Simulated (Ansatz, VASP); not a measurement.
Given: the input of a run of VASP 6.6.1 on Ag.

Contents of INCAR:

```
  ALGO = Normal
  EDIFF = 1E-6
  EDIFFG = -0.005
  ENCUT = 600
  GGA = RP
  IBRION = 2
  ISIF = 3
  ISMEAR = -1
  IVDW = 13
  LASPH = True
  LCHARG = False
  LREAL = False
  LWAVE = False
  NELM = 80
  NSW = 80
  PREC = Accurate
  SIGMA = 0.05
```

The input KPOINTS:

```
k-points
0
Gamma
  11 11 11
```

File POSCAR:

```
Ag
1.0
    0.0000000000      2.0427500000      2.0427500000
    2.0427500000      0.0000000000      2.0427500000
    2.0427500000      2.0427500000      0.0000000000
Ag
1
Direct
    0.0000000000      0.0000000000      0.0000000000
```

Potentials or basis: VASP PAW PBE potentials, release 64 (Ag).

Command:

```bash
$ cat potpaw_PBE.64/Ag/POTCAR > POTCAR
$ mpirun -np 1 vasp_std > vasp.out
```

Question: Set up the same calculation for Ansatz 0.2.0. Potentials there: all-electron LAPW, scalar-relativistic.

Answer: As run (the cutoff follows the program's own potentials):

The input input.yaml:

```yaml
crystal:
  lattice:
    - [0.0, 2.04275, 2.04275]
    - [2.04275, 0.0, 2.04275]
    - [2.04275, 2.04275, 0.0]
  atoms:
    - { symbol: Ag, position: [0.0, 0.0, 0.0] }
kpoints:
  mp_grid: { grid: [11, 11, 11] }
scf:
  occupations: { method: fermi_dirac, width: 0.05 }
hamiltonian:
  xc: rpbe
  dispersion: d4
  pseudopotentials: { kind: all_electron, lapw: { basis_error: 0.001 } }
output:
  forces: true
  stress: true
relax:
  f_tol: 0.005
  max_steps: 60
  cell: {}
```

Potentials or basis: all-electron LAPW, scalar-relativistic.

Launch:

```bash
$ ansatz run input.yaml --threads 1 --pin off --max-ram 3072MiB --backend cpu --events-out ev --progress --plain --runs-dir out
```

Both were run:

|  | VASP | Ansatz | Ansatz less VASP |
| --- | --- | --- | --- |
| relaxed volume (Å³/atom) | 16.85 | 16.88 | +0.030 |
| relaxed cell length with the largest relative difference (Å) | 2.877 | 2.879 | +0.0017 |

Ansatz ran all-electron here, so the differences hold the error of VASP's frozen core and of both bases.

Caveats: the PAW data sets were made with another functional, which shifts forces and pressure a little (VASP); pairwise dispersion overbinds metals, which lowers pressure and volume (VASP).
